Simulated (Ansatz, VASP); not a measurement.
Si: VASP beside Ansatz

The input INCAR:

```
ALGO = Normal
EDIFF = 1E-7
ENCUT = 520
GGA = PE
ISIF = 2
ISMEAR = 0
LASPH = T
LCHARG = F
LREAL = F
LWAVE = F
NBANDS = 11
NELM = 80
PREC = Accurate
SIGMA = 0.05
```

File KPOINTS:

```
k-points
0
Gamma
  10 10 10
```

POSCAR

```
Si
1.0
    0.0000000000      2.5737943114      3.0875236560
    2.5737943114      0.0000000000      3.0875236560
    2.5737943114      2.5737943114      0.0000000000
Si
2
Direct
    0.5000000000      0.5000000000      0.5000000000
    0.7500000000      0.7500000000      0.7500000000
```

Input for Ansatz:

```yaml
crystal:
  lattice:
    - [0.0, 2.5737943114, 3.087523656]
    - [2.5737943114, 0.0, 3.087523656]
    - [2.5737943114, 2.5737943114, 0.0]
  atoms:
    - { symbol: Si, position: [0.5, 0.5, 0.5] }
    - { symbol: Si, position: [0.75, 0.75, 0.75] }
basis:
  ecutwfc: 420
kpoints:
  mp_grid: { grid: [10, 10, 10] }
hamiltonian:
  xc: pbe
  pseudopotentials: { kind: paw, azcp: { folder: soft_1 } }
scf:
  occupations: { method: gaussian, width: 0.05 }
output:
  forces: true
  stress: true
  eigenvalues: true
  write_density: true
  write_potential: true
  elf: true
  volumetric_format: npy
```

Alike in both runs: task single point; functional PBE; k mesh 10 × 10 × 10; occupations gaussian, width 0.05 eV; no spin polarisation.

|  | VASP | Ansatz |
| --- | --- | --- |
| version | VASP 6.6.1 | Ansatz 0.2.0 |
| potentials or method | VASP PAW PBE potentials, release 64 (Si) | scalar-relativistic, plane waves, PAW |
| plane-wave cutoff (eV) | 520 | 420 |
| valence electrons in the cell | 8 | 8 |

```csv
,VASP,Ansatz,Ansatz less VASP
gap on the k mesh at the Fermi level (eV),none,none,-
pressure (GPa),-0.9,-0.9,+0.06
largest component of the traceless stress (GPa),14.47,14.43,-0.032
```

A gap of «none» marks a metal or a gap that the smearing closes.
